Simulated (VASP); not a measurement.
# BaTe (Fm-3m) in VASP: notebook, part 2 of 2

VASP 6.6.1.

### Step 4. Single point, r2SCAN

File INCAR:

```
SYSTEM = BaTe
ADDGRID  = .FALSE.      
ALGO     = Normal         ! electronic algorithm
EDIFF    = 1E-6           ! SCF threshold, eV
ENCUT    = 450            ! plane-wave cutoff, eV
ISIF     = 2              ! what is computed and relaxed
ISMEAR   = 0              ! smearing method
LASPH    = .TRUE.         ! aspherical terms in the spheres
LCHARG   = .FALSE.        ! write CHGCAR
LMIXTAU  = .TRUE.       
LREAL    = .FALSE.        ! projectors in reciprocal space
LWAVE    = .FALSE.        ! write WAVECAR
METAGGA  = R2SCAN         ! meta-GGA
NELM     = 100            ! most SCF steps
PREC     = Accurate       ! precision mode
SIGMA    = 0.01           ! smearing width, eV
```

File KPOINTS:

```
k-points
0
G
  5 5 5
  0 0 0
```

File POSCAR:

```
BaTe
1.0
    0.0000000000      3.4100000000      3.4100000000
    3.4100000000      0.0000000000      3.4100000000
    3.4100000000      3.4100000000      0.0000000000
Ba Te
1 1
Direct
   -0.0114420000     -0.0073020000      0.0189620000
    0.5174540000      0.4974090000      0.5124580000
```

Potentials or basis: VASP PAW PBE potentials, release 64 (Ba_sv, Te).

Launch:

```bash
$ cat potpaw_PBE.64/Ba_sv/POTCAR potpaw_PBE.64/Te/POTCAR > POTCAR
$ mpirun -np 1 vasp_std > vasp.out
```

OUTCAR:

```text
SYSTEM = BaTe
   EDIFF = 1E-6
   ENCUT = 450
   ISIF = 2
   ISMEAR = 0
   LASPH = .TRUE.
   LREAL = .FALSE.
   METAGGA = R2SCAN
   NELM = 100
   PREC = Accurate

 Found     63 irreducible k-points:

 Following reciprocal coordinates:
            Coordinates               Weight
  0.000000  0.000000  0.000000      1.000000
  0.200000  0.000000  0.000000      2.000000
  0.000000  0.200000  0.000000      2.000000
  0.000000  0.000000  0.200000      2.000000
  0.200000  0.200000  0.200000      2.000000
  0.400000  0.000000  0.000000      2.000000
   k-points           NKPTS =     63   k-points in BZ     NKDIM =     63   number of bands    NBANDS=     12
   number of dos      NEDOS =    301   number of ions     NIONS =      2
   total plane-waves  NPLWV =  46656
   dimension x,y,z NGX =    36 NGY =   36 NGZ =   36
   dimension x,y,z NGXF=    72 NGYF=   72 NGZF=   72
   ions per type =               1   1
   NGX,Y,Z   is equivalent  to a cutoff of  12.41, 12.41, 12.41 a.u.
   NGXF,Y,Z  is equivalent  to a cutoff of  24.82, 24.82, 24.82 a.u.
 SYSTEM =  BaTe
   PREC   = accura    normal or accurate (medium, high low for compatibility)
   ISTART =      0    job   : 0-new  1-cont  2-samecut
   ICHARG =      2    charge: 1-file 2-atom 10-const
   ISPIN  =      1    spin polarized calculation?
   LNONCOLLINEAR =      F non collinear calculations
   LSORBIT =      F    spin-orbit coupling
   LASPH  =      T    aspherical Exc in radial PAW
[... 64 lines left out ...]
      4      -9.7730      2.00000
      5      -7.4103      2.00000
      6       2.5520      2.00000
      7       2.5528      2.00000
      8       2.5590      2.00000
      9       5.8639      0.00000
     10       5.9101      0.00000
     11       5.9222      0.00000
     12       6.5211      0.00000
[... 61 lines left out ...]
 k-point     6 :       0.4000    0.0000    0.0000
  band No.  band energies     occupation
      1     -25.0029      2.00000
      2     -10.3612      2.00000
      3      -9.7895      2.00000
      4      -9.7848      2.00000
      5      -6.4722      2.00000
      6       0.3147      2.00000
      7       1.3756      2.00000
      8       1.3809      2.00000
      9       6.8322      0.00000
     10       7.7084      0.00000
     11       7.7208      0.00000
     12       8.6341      0.00000

 [... further k-points ...]
[... 5 lines left out ...]
  --------------------------------------------------------------------------------------
  -------------------------------------------------------------------------------------
  Total        2.1861633      2.3228215      2.4967467      0.0031373     -0.0605629      0.0047870
  in kB       44.1672178     46.9281349     50.4419584      0.0633830     -1.2235563      0.0967122
  external PRESSURE =      47.1791037 kB  Pullay stress =       0.0000000 kB

 VOLUME and BASIS-vectors are now :
 -----------------------------------------------------------------------------
  energy-cutoff  :      450.00
  volume of cell :       79.30
      direct lattice vectors                 reciprocal lattice vectors
     0.000000000  3.410000000  3.410000000    -0.146627566  0.146627566  0.146627566
     3.410000000  0.000000000  3.410000000     0.146627566 -0.146627566  0.146627566
     3.410000000  3.410000000  0.000000000     0.146627566  0.146627566 -0.146627566

 POSITION                                       TOTAL-FORCE (eV/Angst)
 -----------------------------------------------------------------------------------
      3.44976      3.43564      6.75608        -0.019793      0.252979      0.390722
      3.44365      3.51200      3.46068         0.019793     -0.252979     -0.390722
 -----------------------------------------------------------------------------------
    total drift:                                0.000161      0.000036      0.000382

  FREE ENERGIE OF THE ION-ELECTRON SYSTEM (eV)
  ---------------------------------------------------
  free  energy   TOTEN  =       -55.8720033213 eV

  energy  without entropy=      -55.8720033213  energy(sigma->0) =      -55.87200332
```

OSZICAR:

```text
N       E                     dE             d eps       ncg     rms          rms(c)
DAV:   1     0.365782314418E+02    0.36578E+02   -0.62036E+03  1512   0.104E+03
DAV:   2    -0.539520242068E+02   -0.90530E+02   -0.84846E+02  2016   0.182E+02
DAV:   3    -0.591422123243E+02   -0.51902E+01   -0.51492E+01  1984   0.493E+01
[... 11 lines left out ...]
DAV:  15    -0.558714438263E+02    0.22093E-03   -0.23818E-04  1948   0.156E-01    0.171E-02
DAV:  16    -0.558718524782E+02   -0.40865E-03   -0.18828E-04  1808   0.126E-01    0.184E-02
DAV:  17    -0.558719938062E+02   -0.14133E-03   -0.14756E-04  1624   0.145E-01    0.181E-02
DAV:  18    -0.558720010394E+02   -0.72332E-05   -0.46863E-06  1952   0.242E-02    0.947E-03
DAV:  19    -0.558720035002E+02   -0.24608E-05   -0.16425E-06  1272   0.150E-02    0.325E-03
DAV:  20    -0.558720033213E+02    0.17892E-06   -0.29768E-07  1108   0.741E-03
   1 F= -.55872003E+02 E0= -.55872003E+02  d E =-.146810E-29
```

stdout:

```text
POSCAR found type information on POSCAR BaTe
 POSCAR found :  2 types and       2 ions
 scaLAPACK will be used
 -----------------------------------------------------------------------------
|                                                                             |
|                                                                             |
|     You enforced a specific xc type in the INCAR file but a different       |
|     I HOPE YOU KNOW WHAT YOU ARE DOING!                                     |
|                                                                             |
 -----------------------------------------------------------------------------

 LDA part: xc-table for (None), standard interpolation
 POSCAR, INCAR and KPOINTS ok, starting setup
 FFT: planning ... GRIDC
 FFT: planning ... GRID_SOFT
 FFT: planning ... GRID
 WAVECAR not read
 entering main loop
```

Wall time 9.1 min (1 thread of AMD EPYC 7R43 (Zen 3), shared host); peak memory 0.21 GiB.

The run converged, but some of its settings lie outside the range that counts as converged, so its numbers aren't taken as properties of the crystal.

Results:

| Property | Result |
| --- | --- |
| Free energy | -55.8720 eV |
| Pressure | 4.7 GPa |
| Largest force | 0.466 eV/Å |
| Band gap on the k mesh | 1.84 eV, indirect (least direct gap 2.20 eV) |

Caveat: the PAW data sets were made with another functional, which shifts forces and pressure a little; spin-orbit coupling is left out, which moves the levels of the heavy elements; an odd mesh through Γ misses points on the zone boundary, where band edges often lie.

### Step 5. Single point, r2SCAN

Edit INCAR of step 4 so:

```diff
@@ -14,3 +14,3 @@
 NELM     = 100            ! most SCF steps
-PREC     = Accurate       ! precision mode
-SIGMA    = 0.01           ! smearing width, eV
+PREC     = Low            ! precision mode
+SIGMA    = 0.05           ! smearing width, eV
```

KPOINTS is that of step 4.

File POSCAR:

```
BaTe
1.0
    0.0000000000      3.4100000000      3.4100000000
    3.4100000000      0.0000000000      3.4100000000
    3.4100000000      3.4100000000      0.0000000000
Ba Te
1 1
Direct
    0.0000000000      0.0000000000      0.0000000000
    0.5000000000      0.5000000000      0.5000000000
```

Launch:

```bash
$ cat potpaw_PBE.64/Ba_sv/POTCAR potpaw_PBE.64/Te/POTCAR > POTCAR
$ mpirun -np 1 vasp_std > vasp.out
```

It took 48 s on 1 thread of AMD EPYC 7R43 (Zen 3), shared host; peak memory 0.09 GiB.

The run converged, but some of its settings lie outside the range that counts as converged, so its numbers aren't taken as properties of the crystal.

Results:

- Free energy: -55.9034 eV
- Pressure: 4.5 GPa
- Band gap on the k mesh: 1.79 eV, indirect (least direct gap 2.18 eV)

Caveat: the PAW data sets were made with another functional, which shifts forces and pressure a little; spin-orbit coupling is left out, which moves the levels of the heavy elements; an odd mesh through Γ misses points on the zone boundary, where band edges often lie.

### Step 6. For comparison

An earlier run on the cell as given: functional PBE; potentials or basis VASP PAW PBE potentials, release 64 (Ba_sv, Te); cutoff 520 eV; k mesh 7 × 7 × 7; occupations fermi-dirac, width 0.05 eV; no spin polarisation.

* Pressure: 4.2 GPa
* Band gap on the k mesh: 1.38 eV, indirect (least direct gap 1.76 eV)
